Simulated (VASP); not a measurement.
# YN (strained rocksalt): one r²SCAN single-point calculation in two programs

```
CELL_PARAMETERS angstrom
0.00000 2.35013 2.35013
2.35013 0.00000 2.35013
2.35013 2.35013 0.00000
ATOMIC_POSITIONS crystal
Y 0.00000 0.00000 0.00000
N 0.50000 0.50000 0.50000
```

Datasets and cutoffs are each program's own. VASP's cell holds 16 valence electrons and Ansatz's 16. Ansatz's stress includes a Pulay correction; VASP's doesn't.

Cutoffs: 520 eV in VASP, 500 eV in Ansatz. k meshes: 10×10×10 and 10×10×10.

```
                               VASP    Ansatz
gap between bands v and c   0.35 eV   0.34 eV
         least direct gap   0.63 eV   0.61 eV
                 pressure  26.8 GPa  26.7 GPa
```

Band v is the last that the valence electrons fill when counted band by band, and c is the next. Levels in eV from the top of v, Ansatz:

```
point    v−1      v     c   c+1
    Γ   0.00   0.00  3.73  3.73
    X  -0.27  -0.27  0.34  8.12
    K  -1.44  -1.39  2.96  7.47
    L  -2.66  -2.66  6.88  7.61
    W  -1.40  -1.40  4.76  4.76
```

VASP:

```json
{"point": "Γ", "v−1": "0.00", "v": "0.00", "c": "3.75", "c+1": "3.75"}
{"point": "X", "v−1": "-0.27", "v": "-0.27", "c": "0.35", "c+1": "8.12"}
{"point": "K", "v−1": "-1.44", "v": "-1.40", "c": "2.97", "c+1": "7.49"}
{"point": "L", "v−1": "-2.65", "v": "-2.65", "c": "6.91", "c+1": "7.64"}
{"point": "W", "v−1": "-1.41", "v": "-1.41", "c": "4.77", "c+1": "4.77"}
```
